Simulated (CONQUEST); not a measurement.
**Sn: single point with PBE**

Sn:

```xyz
4
Lattice="4.5726 0.0000 0.0000 0.0000 4.5726 0.0000 0.0000 0.0000 6.4667" Properties=species:S:1:pos:R:3 pbc="T T T"
Sn    0.0812    2.2687    1.6501
Sn    2.3675    4.5550    4.8835
Sn    0.0084    4.5399    3.2452
Sn    2.2948    2.2536    0.0119
```

This isn't the form of Sn at room conditions, which is tetragonal (white tin).

The cell isn't the ideal one: atoms moved at random, drawn with an rms of 0.05 Å.

* Program: CONQUEST 1.3
* Task: single point
* Functional: PBE
* Potentials or basis: PseudoDojo NC PBE, DZP, multi-site functions of range 12 bohr, grid cutoff 120 Ha
* k mesh: 6 × 6 × 4
* Occupations: fermi-dirac, width 0.05 eV
* Spin: no spin polarisation

```yaml
Pressure: 3.9 GPa
Largest_force: 0.604 eV/Å
Band_gap_on_the_k_mesh: none (metal or under the smearing width)
```

Forces on the atoms (eV/Å):
```
Sn  -0.576 -0.128 -0.110
Sn  -0.576 -0.128 -0.110
Sn   0.577  0.135  0.113
Sn   0.577  0.135  0.113
```

Run time: 2.9 min on 1 thread of Intel(R) Xeon(R) Platinum 8375C CPU @ 2.90GHz (Ice Lake), on a shared host, peak memory 0.99 GiB.

Caveat: multi-site functions contract the basis, which raises the energy a little and makes forces and stress less exact; the basis of atomic orbitals isn't converged, which shifts pressures, moduli and gaps.
